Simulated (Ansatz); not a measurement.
Runs of Ansatz 0.2.0 on Cs. Symmetry: I4/mmm, No. 139, tetragonal system. Conventional cell: a = 5.500 Å, b = 5.500 Å, c = 8.194 Å, α = 90.00°, β = 90.00°, γ = 90.00°. This isn't the form of Cs at room conditions, which is bcc.

```tsv
level	cutoff (eV)	gap on the mesh (eV)	pressure (GPa)	relaxed volume (Å³/atom)
r2SCAN	500	none	0.0	123.95
LDA	420	none	0.0	96.43
PBEsol	420	none	0.0	(a)
BLYP	420	none	0.0	123.95
```

Alike in all rows: task relaxation of cell and atoms; potentials or basis Ansatz PAW; no spin polarisation; cell relaxed; k mesh 7 × 7 × 7; smearing fermi-dirac 0.05 eV.

Problem. Estimate the missing entries.

Solution. (a) 108.77.

Caveats: the plane-wave basis is chosen anew once the cell has moved, so the energies of steps on either side of that aren't comparable; the PAW data sets come from PBE, with cores solved anew for the run's functional, which leaves a small shift of forces and pressure; the volume moved by over 15 % at a fixed basis, so the end points are rough (some runs); the potentials were made for another functional, which shifts forces and pressure (some runs).

A k mesh can miss the band edges, and the runs leave out spin-orbit coupling on Cs.

A gap of «none» marks a metal or a gap under the smearing width.

Not every run made on this cell is shown here.
